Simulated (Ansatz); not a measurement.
# CoSi2 (Fm-3m): equation of state, part 2 of 2

Aim: the bulk modulus of CoSi2 (Fm-3m) from energies at several volumes around the relaxed one.

Ansatz 0.2.0; DFT LDA, scalar-relativistic, plane waves, PAW.

### 4 Volume × 0.960

The COD entry's cell or inner coordinates are ideal or old and differ from later refinements, so a difference from it is no clean test against experiment.

File input.yaml:

```yaml
crystal:
  lattice:
    - [0.0, 2.6011716094, 2.6011716094]
    - [2.6011716094, 0.0, 2.6011716094]
    - [2.6011716094, 2.6011716094, 0.0]
  atoms:
    - { symbol: Co, position: [0.0, 0.0, 0.0] }
    - { symbol: Si, position: [0.25, 0.25, 0.25] }
    - { symbol: Si, position: [0.75, 0.75, 0.75] }
basis:
  ecutwfc: 420
  ecutrho_ratio: 4
kpoints:
  mp_grid: { grid: [14, 14, 14] }
hamiltonian:
  xc: lda
scf:
  occupations: { method: gaussian, width: 0.05 }
output:
  forces: true
  stress: true
  eigenvalues: true
```

Run with:

```sh
$ ansatz run input.yaml --threads 1 --pin off --max-ram 2560MiB --backend cpu --events-out ev --progress --plain --runs-dir out
```

The log of the run:

```text
Warning: RAYON_NUM_THREADS=1 ignored (pool sized by the plan → 1); use --threads N
Engine: ansatz 0.2.0, x86_64-unknown-linux-gnu
Pseudopotentials: kind: paw
Pseudopotential: Co, paw, valence charge 17, recommended cutoff 420 eV (normal), Co.paw.azcp
Pseudopotential: Si, paw, valence charge 4, recommended cutoff 420 eV (normal), Si.paw.azcp
Functional definition: SPW92
  exchange = slater_x
  correlation = pw_c
Crystal: 3 atoms, lattice volume = 35.200 Å³
Basis set: ecut = 420 eV, 701 PW (Γ)
Bands: 17, of which v1, the nominal top of the filled ones, is band 13 counted from 1 (12 counted from 0)
Symmetry: 48 space group operations
Space group: Fm-3m (ITA 225), of the structure as read, at distance tolerance 3.3e-5 Å
k-points: 104 of 2744
Non-local potential: Co, projectors of the file, l = 0: 3, l = 1: 2, l = 2: 3, l = 3: 1
Non-local potential: Si, projectors of the file, l = 0: 2, l = 1: 2, l = 2: 2
PAW form: soft (Blöchl's): semilocal exchange-correlation on the pseudo side does not see the compensation charge
PAW frozen core: Co, regenerated for the run's functional, and the local potential with it (the file was generated under x = pbe(κ = 0.804, μ = 0.2195149727645171), c = pbe(β = 0.06672455060314922))
PAW frozen core: Si, regenerated for the run's functional, and the local potential with it (the file was generated under x = pbe(κ = 0.804, μ = 0.2195149727645171), c = pbe(β = 0.06672455060314922))
PAW one-centre angular grid: Co, 590 points (default); XC on 64 Gauss nodes
PAW one-centre angular grid: Si, 110 points (default); XC on 64 Gauss nodes
Initial density: superposition of atomic densities (neutral atoms: chi_scale 0, normalization atom), corrected by the library's trained network
Initial wavefunctions: pseudopotential atomic-orbital guess
Functional: x = slater, c = lda
SCF iter   1: F=—  HF=-6281.885899 eV  |F-HF|=—  |Δ(HF+E_count)|=         —  Δρ=1.20e-2  dr2=2.78e-2  ethr=1.77e-3  ⟨swp⟩=5.5  Hψ=9292  notcnv=0
preconditioner: auto → Kerker (q_TF=auto, 2.577 Å⁻¹)  [metal: Δε(μ)=0.029 eV  Ē_g=8.774 eV  σ=0.050 eV  W_gap=0.30  n_scr=14 (ndim 8)  ℏωp=25.8 eV  f_vac=0.002  D(μ)=1.41/eV (n_scr^D=14)]
SCF iter   2: F=—  HF=-6281.882981 eV  |F-HF|=—  |Δ(HF+E_count)|=   2.92e-3  Δρ=4.48e-3  dr2=4.36e-3  ethr=1.11e-4  ⟨swp⟩=2.0  Hψ=2995  notcnv=0  defer=44
SCF iter   3: F=—  HF=-6281.882448 eV  |F-HF|=—  |Δ(HF+E_count)|=   5.33e-4  Δρ=1.04e-3  dr2=3.11e-4  ethr=1.75e-5  ⟨swp⟩=1.1  Hψ=1774  notcnv=0  defer=44
SCF iter   4: F=—  HF=-6281.882426 eV  |F-HF|=—  |Δ(HF+E_count)|=   2.24e-5  Δρ=2.25e-4  dr2=1.62e-5  ethr=1.24e-6  ⟨swp⟩=2.6  Hψ=2524  notcnv=0  defer=44
SCF iter   5: F=—  HF=-6281.882426 eV  |F-HF|=—  |Δ(HF+E_count)|=   2.55e-7  Δρ=4.76e-5  dr2=1.13e-6  ethr=6.47e-8  ⟨swp⟩=2.0  Hψ=2589  notcnv=0  defer=44
SCF iter   6: F=—  HF=-6281.882426 eV  |F-HF|=—  |Δ(HF+E_count)|=   2.62e-8  Δρ=5.11e-5  dr2=7.48e-7  ethr=4.00e-10  ⟨swp⟩=6.7  Hψ=8694  notcnv=0
SCF iter   7: F=—  HF=-6281.882426 eV  |F-HF|=—  |Δ(HF+E_count)|=   9.13e-8  Δρ=2.23e-5  dr2=1.07e-7  ethr=2.99e-9  ⟨swp⟩=2.2  Hψ=2264  notcnv=0
SCF iter   8: F=-6281.882426 eV  HF=-6281.882426 eV  |F-HF|=1.18e-8  |Δ(HF+E_count)|=   1.30e-8  Δρ=8.96e-6  dr2=1.66e-8  ethr=4.00e-10  ⟨swp⟩=4.0  Hψ=5302  notcnv=0
SCF 1 converged in 8 iterations: F = -6281.882426 eV  dr2 = 1.66e-8
SCF converged after 8 iterations
Free energy (F): -6281.882426 eV
Harris-Foulkes:  -6281.882426 eV  (|F-HF|=1.18e-8)
Internal energy: -6281.880620 eV  (E = F + TS)
E sigma→0 (E₀):  -6281.881523 eV
Entropy (-TS):   -0.001806 eV (-0.602 meV/atom)
Fermi energy:    14.113872 eV
--- Per-component energies (eV) ---
  E_band       = -256.791350
  E_kinetic    = 555.734056
  E_local      = -4005.843668  (includes V_loc(G=0)·N_el)
  E_nonlocal   = 511.105483
  E_hartree    = 1746.125219
  E_xc         = -275.096569
  E_vxc        = -309.270467  (∫ρ·V_xc dr)
  E_paw        = -2427.526681  (= ΣΔE_a)
  E_vpaw       = -500.757418  (= ΣTr[D̂ρ^β])
  E_aug_tail   = 0.000047  (compensation charges beyond the density's cutoff)
  E_ewald      = -2386.965418
  E_core_change = 0.586912  (= ΣΔE_core)
  E_smearing   = -0.001806  (= −TS)
  E_closure    = 0.000000  (closes the sum)
  Σ components = -6281.882426   (vs F -6281.882426, Δ=0.00e0)
--- Forces (eV/Å), atoms counted from 1 ---
  atom   1  Co    -0.00000000     0.00000000    -0.00000000
  atom   2  Si     0.00000000     0.00000000    -0.00000000
  atom   3  Si     0.00000000     0.00000000    -0.00000000
  max |Σ_I F_I| component: 6.48e-17 eV/Å
--- Stress (GPa, compression-positive) ---
        9.136742      -0.000000       0.000000
       -0.000000       9.136742      -0.000000
        0.000000      -0.000000       9.136742
  P = ⅓ Tr σ = 9.1367 GPa (91.367 kbar)
--- Band table (eV; the first three rows and the last of 104) ---
  k-point 0: bands = ["-80.0329", "-43.7788", "-43.7788", "-43.7788", "0.2975", "9.5715", "9.5715", "9.5715", "11.8585", "11.8585", "15.6231", "17.5497", "17.5497", "17.5497", "17.8708", "17.8708", "17.8708"]
  k-point 1: bands = ["-80.0329", "-43.7790", "-43.7788", "-43.7788", "0.3803", "9.3988", "9.6015", "9.6015", "11.8323", "11.8323", "15.5859", "16.4332", "17.0165", "17.0165", "18.4542", "18.4542", "19.1297"]
  k-point 2: bands = ["-80.0329", "-43.7795", "-43.7789", "-43.7789", "0.6278", "8.9126", "9.6854", "9.6854", "11.7701", "11.7701", "14.6662", "16.3566", "16.3697", "16.3697", "18.8824", "18.8824", "19.5648"]
  k-point 103: bands = ["-80.0328", "-43.7818", "-43.7812", "-43.7802", "5.4460", "5.9585", "7.2872", "7.9834", "11.3430", "11.6102", "11.8250", "12.3926", "13.2726", "17.5278", "18.7545", "19.4937", "21.5725"]
```

Run time: 8.2 s. Hardware: 1 thread of AMD EPYC (Zen 3), shared host; peak memory 0.36 GiB.

This gives: volume 11.733 Å³/atom, pressure 9.14 GPa, metallic.

### 5 Scaling the volume by 1.040

Edit input.yaml of step 4 so:

```diff
@@ -2,5 +2,5 @@
   lattice:
-    - [0.0, 2.6011716094, 2.6011716094]
-    - [2.6011716094, 0.0, 2.6011716094]
-    - [2.6011716094, 2.6011716094, 0.0]
+    - [0.0, 2.6715073538, 2.6715073538]
+    - [2.6715073538, 0.0, 2.6715073538]
+    - [2.6715073538, 2.6715073538, 0.0]
   atoms:
```

Run with:

```sh
$ ansatz run input.yaml --threads 1 --pin off --max-ram 2560MiB --backend cpu --events-out ev --progress --plain --runs-dir out
```

The log of the run:

```text
Warning: RAYON_NUM_THREADS=1 ignored (pool sized by the plan → 1); use --threads N
[... 7 set-up lines as earlier in the session ...]
Crystal: 3 atoms, lattice volume = 38.133 Å³
Basis set: ecut = 420 eV, 725 PW (Γ)
Bands: 17, of which v1, the nominal top of the filled ones, is band 13 counted from 1 (12 counted from 0)
[... 1 set-up line as earlier in the session ...]
Space group: Fm-3m (ITA 225), of the structure as read, at distance tolerance 3.4e-5 Å
k-points: 104 of 2744
[... 10 set-up lines as earlier in the session ...]
SCF iter   1: F=—  HF=-6281.890599 eV  |F-HF|=—  |Δ(HF+E_count)|=         —  Δρ=9.81e-3  dr2=1.83e-2  ethr=1.77e-3  ⟨swp⟩=5.4  Hψ=9244  notcnv=0
preconditioner: auto → Kerker (q_TF=auto, 2.543 Å⁻¹)  [metal: Δε(μ)=0.016 eV  Ē_g=8.193 eV  σ=0.050 eV  W_gap=0.18  n_scr=14 (ndim 8)  ℏωp=24.8 eV  f_vac=0.002  D(μ)=1.44/eV (n_scr^D=14)]
SCF iter   2: F=—  HF=-6281.888654 eV  |F-HF|=—  |Δ(HF+E_count)|=   1.95e-3  Δρ=3.80e-3  dr2=2.95e-3  ethr=7.33e-5  ⟨swp⟩=2.0  Hψ=2974  notcnv=0  defer=33
SCF iter   3: F=—  HF=-6281.888360 eV  |F-HF|=—  |Δ(HF+E_count)|=   2.94e-4  Δρ=8.92e-4  dr2=2.29e-4  ethr=1.18e-5  ⟨swp⟩=1.2  Hψ=1921  notcnv=0  defer=33
SCF iter   4: F=—  HF=-6281.888359 eV  |F-HF|=—  |Δ(HF+E_count)|=   6.28e-7  Δρ=1.55e-4  dr2=1.01e-5  ethr=9.18e-7  ⟨swp⟩=2.6  Hψ=2574  notcnv=0  defer=33
SCF iter   5: F=—  HF=-6281.888354 eV  |F-HF|=—  |Δ(HF+E_count)|=   4.59e-6  Δρ=4.34e-5  dr2=1.19e-6  ethr=4.05e-8  ⟨swp⟩=2.7  Hψ=2648  notcnv=0  defer=33
SCF iter   6: F=—  HF=-6281.888354 eV  |F-HF|=—  |Δ(HF+E_count)|=   3.62e-8  Δρ=5.15e-5  dr2=7.87e-7  ethr=4.76e-9  ⟨swp⟩=3.0  Hψ=3049  notcnv=0  defer=33
SCF iter   7: F=—  HF=-6281.888354 eV  |F-HF|=—  |Δ(HF+E_count)|=   9.82e-8  Δρ=2.35e-5  dr2=1.26e-7  ethr=3.15e-9  ⟨swp⟩=2.2  Hψ=2289  notcnv=0  defer=33
SCF iter   8: F=-6281.888354 eV  HF=-6281.888354 eV  |F-HF|=2.06e-8  |Δ(HF+E_count)|=   6.46e-9  Δρ=1.08e-5  dr2=2.67e-8  ethr=4.00e-10  ⟨swp⟩=4.3  Hψ=5297  notcnv=0
SCF 1 converged in 8 iterations: F = -6281.888354 eV  dr2 = 2.67e-8
SCF converged after 8 iterations
Free energy (F): -6281.888354 eV
Harris-Foulkes:  -6281.888354 eV  (|F-HF|=2.06e-8)
Internal energy: -6281.886563 eV  (E = F + TS)
E sigma→0 (E₀):  -6281.887459 eV
Entropy (-TS):   -0.001791 eV (-0.597 meV/atom)
Fermi energy:    12.765125 eV
--- Per-component energies (eV) ---
  E_band       = -284.606411
  E_kinetic    = 548.657582
  E_local      = -4097.448701  (includes V_loc(G=0)·N_el)
  E_nonlocal   = 509.492360
  E_hartree    = 1779.471724
  E_xc         = -272.407456
  E_vxc        = -305.817134  (∫ρ·V_xc dr)
  E_paw        = -2426.117924  (= ΣΔE_a)
  E_vpaw       = -498.420859  (= ΣTr[D̂ρ^β])
  E_aug_tail   = 0.000066  (compensation charges beyond the density's cutoff)
  E_ewald      = -2324.121126
  E_core_change = 0.586912  (= ΣΔE_core)
  E_smearing   = -0.001791  (= −TS)
  E_closure    = 0.000000  (closes the sum)
  Σ components = -6281.888354   (vs F -6281.888354, Δ=0.00e0)
--- Forces (eV/Å), atoms counted from 1 ---
  atom   1  Co     0.00000000     0.00000000    -0.00000000
  atom   2  Si    -0.00000000     0.00000000     0.00000000
  atom   3  Si    -0.00000000     0.00000000    -0.00000000
  max |Σ_I F_I| component: 7.40e-17 eV/Å
--- Stress (GPa, compression-positive) ---
       -7.290754      -0.000000       0.000000
       -0.000000      -7.290754       0.000000
        0.000000       0.000000      -7.290754
  P = ⅓ Tr σ = -7.2908 GPa (-72.908 kbar)
--- Band table (eV; the first three rows and the last of 104) ---
  k-point 0: bands = ["-81.2480", "-44.9779", "-44.9779", "-44.9779", "-0.4147", "8.6040", "8.6040", "8.6040", "10.8034", "10.8034", "13.4538", "16.1835", "16.1835", "16.1835", "16.1955", "16.1955", "16.1955"]
  k-point 1: bands = ["-81.2480", "-44.9780", "-44.9779", "-44.9779", "-0.3368", "8.4122", "8.6321", "8.6321", "10.7794", "10.7794", "13.5338", "14.9256", "15.5401", "15.5401", "16.8605", "16.8605", "17.5038"]
  k-point 2: bands = ["-81.2480", "-44.9784", "-44.9780", "-44.9780", "-0.1041", "7.8893", "8.7111", "8.7111", "10.7216", "10.7216", "13.1940", "14.4113", "14.9084", "14.9084", "17.1815", "17.1815", "17.8761"]
  k-point 103: bands = ["-81.2480", "-44.9799", "-44.9795", "-44.9789", "4.3798", "4.8831", "6.3828", "7.0517", "10.2391", "10.5039", "10.7161", "11.2586", "12.0252", "15.8173", "17.0444", "18.0376", "19.9565"]
```

Run time: 8.3 s. Hardware: 1 thread of AMD EPYC (Zen 3), shared host; peak memory 0.36 GiB.

In short: volume 12.711 Å³/atom, pressure -7.29 GPa, metallic.

### 6 Energy and pressure against volume

Energies have the smearing extrapolated to zero and count from the lowest point.

| volume (Å³/atom) | energy (meV/atom) | pressure (GPa) | gap (eV) |
| --- | --- | --- | --- |
| 11.733 | 13.48 | 9.14 | metal |
| 11.978 | 3.26 | 4.33 | metal |
| 12.222 | 0.00 | 0.03 | metal |
| 12.467 | 2.96 | -3.83 | metal |
| 12.711 | 11.50 | -7.29 | metal |

volume (Å³/atom), energy (meV/atom) and a bar:
```
    11.73       13.5 ##############################
    11.98        3.3 #######
    12.22        0.0 
    12.47        3.0 #######
    12.71       11.5 ##########################
```

### 7 Summary of results

What follows sums up all 2 parts.

| quantity | value |
| --- | --- |
| V0 | 12.223 Å³/atom |
| B0 | 204 GPa |
| B0′ | 4.5 |
| scatter of the fit | 0.000 meV/atom |

What this shows: The fitted minimum lies at 12.22 Å³/atom, and the bulk modulus is 204 GPa, a stiff solid. One per cent of compression takes about 2.0 GPa. These are values at 0 K without zero-point motion. Spin polarisation wasn't allowed in this run.
